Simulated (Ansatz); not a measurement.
## Nb under changes of volume

One of the cells (18.922 Å³/atom); the others are scaled copies at fixed shape and fractional positions:

```
Nb
1.0
     0.00000    2.11500    2.11500
     2.11500    0.00000    2.11500
     2.11500    2.11500    0.00000
Nb
1
Direct
  0.00000 0.00000 0.00000
```

This isn't the form of Nb at room conditions, which is bcc.

- Program: Ansatz 0.2.0
- Functional: PBE
- Potentials or basis: Ansatz PAW
- Cutoff: 420 eV (not typed: the program's choice for these potentials)
- k mesh: 11 × 11 × 11
- Occupations: fermi-dirac, width 0.05 eV
- Spin: no spin polarisation

```csv
volume (Å³/atom),energy over the lowest point (meV/atom),pressure (GPa)
17.786,24.48,9.2
18.165,7.65,5.1
18.543,0.00,1.5
18.922,0.68,-1.8
19.300,8.87,-4.8
19.679,?,?
20.057,44.86,-9.9
```

Task: What does the run at 19.679 Å³/atom give?

Result: Energy over the lowest point 23.83 meV/atom; pressure -7.5 GPa.

Worked out: A Birch-Murnaghan fit of order 3 (a polynomial in V^(-2/3)) to the other rows has its minimum at 18.70 Å³/atom with B0 = V·E''(V) = 166 GPa and B' = 4.1. It gives 23.82 meV/atom at 19.679 Å³/atom, against the run's 23.83, and -dE/dV = -7.7 GPa, against -7.5.

Energies are extrapolated to zero smearing.
